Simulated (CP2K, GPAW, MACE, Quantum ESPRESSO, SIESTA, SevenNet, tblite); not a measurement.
# Running random wurtzite alloy of AlN and GaN (72 atoms) with tblite

Wanted: tblite inputs and outputs for random wurtzite alloy of AlN and GaN (72 atoms), checked against a plane-wave reference.

Main program and level: tblite 0.8.0; the method is named at each step.

### 1. Set-up

The cell holds 72 atoms: 32 Al, 36 N and 4 Ga. Cell: a = 9.362 Å, b = 9.362 Å, c = 10.009 Å, α = 90.0°, β = 90.0°, γ = 120.0°. It derives from AlN (wurtzite), repeated 3×3×2. Wurtzite AlN, 3 x 3 x 2 conventional cells, 4 of 36 Al sites given to Ga at random (x = 0.111), lattice by Vegard's rule (a = 3.121 Å, c = 5.005 Å); not relaxed, displaced by a Gaussian of 0.02 Å. Then every atom was moved at random, 0.03 Å r.m.s. a Cartesian component.

The yardstick, on the same geometry:

| Property | Result |
| --- | --- |
| method | Kohn-Sham DFT, PBE, SSSP efficiency 1.3.0 pseudopotentials, plane waves (Quantum ESPRESSO 7.5); sssp-pbe-1.3.0-efficiency, cutoffs 70/560 Ry, Γ point |
| r.m.s. force component | 0.9384 eV/Å |
| longest force | 3.495 eV/Å |
| pressure | 5.472 GPa |
| gap (highest filled to lowest empty level) | 3.711 eV |
| time | 3.2 min on 4 MPI ranks of Arm Neoverse V2, shared host |
| CPU time | 13 min |

### 2. GFN1-xTB

Method: GFN1-xTB tight binding, diagonalisation.

File run.py:

```python
import numpy as np
from ase.io import read
from tblite.ase import TBLite

atoms = read("structure.xyz")
atoms.calc = TBLite(method="GFN1-xTB", electronic_temperature=580, accuracy=1.0, max_iterations=250, mixer_damping=0.4, verbosity=1)
energy = atoms.get_potential_energy()
forces = atoms.get_forces()
print(f"energy {energy:.6f} eV")
print("forces (eV/A)")
for i, (a, f) in enumerate(zip(atoms, forces)):
    print(f"{i:4d} {a.symbol:2s} {f[0]:10.5f} {f[1]:10.5f} {f[2]:10.5f}")
stress = -atoms.get_stress(voigt=False) * 160.21766
print("stress (GPa, compression positive)")
for row in stress:
    print(" ".join(f"{x:10.4f}" for x in row))
print("charges (e)")
print(np.array2string(atoms.get_charges(), precision=4, suppress_small=True, max_line_width=110, threshold=100000))
```

File structure.xyz:

```xyz
72
Lattice="9.36180 0.00000 0.00000 -4.68090 8.10756 0.00000 0.00000 0.00000 10.00920" Properties=species:S:1:pos:R:3 pbc="T T T"
Al 9.34364 0.03146 0.01481
N -0.02958 1.76534 0.58424
Al 0.01095 1.84317 2.50350
N 9.29870 0.06908 3.06652
Al 9.34883 0.01257 5.01431
N -0.04264 1.79445 5.54460
Al -0.02233 1.81439 7.55524
N 9.34359 0.01938 8.13358
Al -1.58205 2.78689 0.05265
N -1.59104 4.46337 0.58324
Al -1.56183 4.49889 2.48709
N -1.54605 2.70363 3.09935
Ga 7.78738 2.72649 4.97707
N -1.53899 4.49564 5.63088
Al -1.57494 4.50667 7.49369
N 7.80549 2.69463 8.04980
Al 6.22958 5.35156 0.04214
N -3.09932 7.18930 0.59315
Al -3.15656 7.20122 2.52212
N 6.19363 5.41415 3.09294
Al 6.16610 5.33907 5.03303
N -3.10147 7.19432 5.61286
Al -3.06136 7.18743 7.44574
N 6.15955 5.45809 8.05791
Al -1.55832 8.09986 0.01251
N 3.12693 1.78528 0.54961
Al 3.17112 1.80393 2.47978
N 3.09262 0.01046 3.11997
Al -1.55499 8.06929 4.98048
N 3.18095 1.77750 5.56351
Al 3.12492 1.80709 7.54544
N -1.63157 8.09994 8.11376
Al 1.63363 2.64209 0.00711
N 1.59623 4.52767 0.53649
Al 1.52625 4.47813 2.48528
N 1.56890 2.75276 3.14679
Al 1.59787 2.69917 5.01811
N 1.54648 4.57088 5.51877
Al 1.52246 4.53610 7.54714
N 1.59815 2.66398 8.01907
Al -0.02036 5.37556 9.95965
N -0.02186 7.20235 0.61326
Al 0.01437 7.21921 2.48729
N 0.00899 5.44406 3.08674
Al 0.01259 5.40766 5.02482
N -0.04601 7.23365 5.63318
Ga 0.00637 7.24702 7.50860
N -0.00487 5.45363 8.06631
Ga 6.24395 0.04670 0.03153
N 6.21675 1.80807 0.55241
Al 6.29572 1.81626 2.49619
N 1.58870 8.06637 3.12908
Al 6.22195 0.08902 5.05495
N 6.18375 1.79745 5.63198
Al 6.26042 1.77604 7.53773
N 6.25200 0.02416 8.10285
[... 12 atom lines left out ...]
Al 3.17534 5.34467 4.99009
N 3.12450 7.16725 5.52638
Al 3.12268 7.24905 7.49689
N 3.14954 5.41642 8.14999
```

Command:

```
$ OMP_NUM_THREADS=1 python run.py > output.txt
```

Log:

```text
------------------------------------------------------------
  cycle        total energy    energy error   density error
------------------------------------------------------------
      1     -140.6191492729  -1.4087397E+02   1.0194052E+00
      2     -158.3007120134  -1.7681563E+01   6.5703489E-01
      3     -159.6258570592  -1.3251450E+00   3.5469116E-01
      4     -158.3369411481   1.2889159E+00   2.6157942E-01
      5     -157.4750717358   8.6186941E-01   2.2806105E-01
      6     -160.8281396950  -3.3530680E+00   1.2393248E-01
      7     -161.7065678974  -8.7842820E-01   5.8495081E-02
      8     -161.8230789597  -1.1651106E-01   1.9538308E-02
      9     -161.8335696231  -1.0490663E-02   8.7943600E-03
     10     -161.8329940820   5.7554108E-04   6.0607544E-03
     11     -161.8342041939  -1.2101119E-03   3.8256639E-03
     12     -161.8349893522  -7.8515832E-04   2.0252686E-03
     13     -161.8351805644  -1.9121217E-04   1.1060899E-03
     14     -161.8352504315  -6.9867132E-05   3.0630341E-04
     15     -161.8352530565  -2.6249403E-06   1.4089688E-04
     16     -161.8352534196  -3.6308668E-07   5.5697583E-05
     17     -161.8352534625  -4.2926985E-08   3.0089525E-05
     18     -161.8352534771  -1.4596111E-08   1.7452274E-05
------------------------------------------------------------
 total:                                   5.772 sec
energy -4403.761555 eV
forces (eV/A)
   0 Al    0.41335   -1.01036   -0.32809
   1 N     0.24073    1.40915    0.44094
   2 Al    0.48997    0.14077   -0.47376
   3 N     1.41007   -0.07725    0.81164
   4 Al    0.25332   -0.49595   -0.44455
   5 N     1.17012    0.01909    1.22743
   6 Al    0.48386   -0.42616   -1.03673
   7 N     0.55019   -0.26228   -0.21911
   8 Al    0.39955   -2.24357   -1.55108
   9 N     0.55831    1.68083    0.73519
  10 Al   -0.05880    0.62772    0.23548
  11 N    -0.07625    0.38376   -0.85948
  12 Ga   -0.50750   -0.42139    0.42202
  13 N    -0.37768    1.01127   -0.22103
  14 Al   -0.56148    0.30341    0.39481
  15 N    -0.33902    0.60975    1.44332
  16 Al   -0.47757    0.77051   -1.05050
  17 N    -0.48291   -0.03368    0.36888
  18 Al   -0.02924    0.46777   -0.38881
  19 N     0.85984   -0.29618    0.59344
  20 Al    1.43860    1.01288   -0.67886
  21 N    -0.39050   -0.11120   -0.83246
  22 Al   -1.44719    0.45532    0.38417
  23 N     0.93503   -1.10533    0.98125
[...]
64 Al    0.32983    0.34438   -0.05339
  65 N     0.65618   -0.32572   -0.96688
  66 Ga   -0.23447    0.12471    0.39095
  67 N    -0.25647   -1.49933   -0.03039
  68 Al   -1.16195    0.94068   -0.44002
  69 N    -0.45169    0.42709    1.04671
  70 Al    0.39109   -0.67950   -0.83088
  71 N    -0.87923    0.42117   -0.48716
stress (GPa, compression positive)
   29.8151     0.1102     0.5716
    0.1102    30.8541    -0.1338
    0.5716    -0.1338    30.4442
charges (e)
[ 0.3879 -0.3801  0.3818 -0.3754  0.3833 -0.3768  0.3858 -0.3811  0.372  -0.3564  0.3717 -0.3602  0.295
 -0.3681  0.3733 -0.3785  0.3827 -0.3823  0.381  -0.38    0.3848 -0.3774  0.4041 -0.3857  0.3848 -0.3698
  0.3838 -0.376   0.4    -0.3837  0.3915 -0.3711  0.3771 -0.3786  0.3789 -0.3744  0.3853 -0.3808  0.367
 -0.3737  0.3639 -0.3697  0.3785 -0.373   0.3889 -0.3692  0.2901 -0.3582  0.2835 -0.3633  0.3639 -0.3746
  0.3795 -0.3684  0.3786 -0.3519  0.3751 -0.3745  0.3879 -0.3769  0.3926 -0.3728  0.4059 -0.3789  0.3947
 -0.3616  0.3122 -0.3804  0.4114 -0.3838  0.3678 -0.3784]
```

The job ended after 6.2 s (1 thread of Arm Neoverse V2, shared host; peak memory 0.12 GiB).

Banners, paths, timers and routine set-up lines are dropped from the logs unmarked, and long logs keep their key lines alone; longer cuts are marked.

Compared with the plane-wave run:

```
r.m.s. force component                  : 0.7202 eV/Å
r.m.s. difference of force components   : 349.2 meV/Å
longest difference of force vectors     : 1067 meV/Å
force difference over r.m.s. force      : 37.21 %
slope of forces against the reference's : 0.7253
correlation of force components         : 0.945
pressure                                : 30.37 GPa
pressure difference                     : 24.9 GPa
```

Length of the force difference by element (eV/Å):

```
element  atoms  mean  most
     Al     32  0.57   1.0
     Ga      4  0.42  0.60
      N     36  0.56   1.1
```

A closer look about N20, picked at random: 9 atoms, nearest first, numbered in the order of the input, with positions taken from that point.

```
atom      x      y      z  distance (Å)  bonds  Mulliken charge (e)     Fx     Fy  Fz (eV/Å)
 N20   0.00   0.00   0.00          0.00      4                -0.38   0.86  -0.30       0.59
Al59  -1.50  -0.89  -0.62          1.85      4                 0.39  -0.50  -0.62       0.61
Al19   0.01   1.79  -0.57          1.88      4                 0.38  -0.03   0.47      -0.39
Al21  -0.03  -0.08   1.94          1.94      4                 0.38   1.44   1.01      -0.68
Al11   1.61  -0.92  -0.61          1.95      4                 0.37  -0.06   0.63       0.24
 N58  -1.56  -0.89  -2.45          3.04      4                -0.37   0.30  -0.44      -0.66
Al17   0.04  -0.06  -3.05          3.05      4                 0.38  -0.48   0.77      -1.05
 N68  -3.05   0.01   0.02          3.05      4                -0.38  -0.26  -1.50      -0.03
 N62  -1.53  -0.87   2.49          3.05      4                -0.37  -0.01  -1.76       1.02
```

Atoms are counted from 1 here, from 0 in the log.

Forces lie 37 % from the reference's, at 0.0081 times its CPU time (on 1 against 4 cores).

### 3. What came out

| Property | Result |
| --- | --- |
| force difference from the reference | tblite GFN1-xTB, 37 % |
| its CPU time | 6.2 s |

What this shows: Tight binding differs by 37 % (tblite GFN1-xTB); it is another model, with fitted parameters of its own, and the xTB methods hold dispersion. One electronic-structure run takes under half the reference's CPU time: tblite GFN1-xTB, at 37 % in 6.2 s against 13 min; its pressure misses by +24.9 GPa. Periodic xTB results under one method name differ between programs and library versions. The reference's pressure holds the uncorrected Pulay stress of its 70 Ry basis, so small pressure differences, and their order, may be the reference's own error. The reference's stress is far from hydrostatic: its diagonal is 5.9, 6.9, 3.6 GPa, compression counted positive. The host structure and its lattice constant were typed by rule, without a check against the phase diagram. The reference's pressure of 5.5 GPa belongs to a cell and atoms that aren't relaxed at this level. The electronic-structure runs sample only Γ, in a cell whose shortest periodic width is 8 Å.

[Also dropped from logs without a mark: logging warnings of Python, and SIESTA's first energy breakdown and zero terms.]

[Logs are printed without paths, hosts, clocks, repeated set-up lines and the standing remarks that a program may print on its own settings, such as how far it seeks lower states.]

[Hosts, paths, dates, database ids (printed as entryN), source tags and the programs' standing remarks are cut or masked in the printed files.]
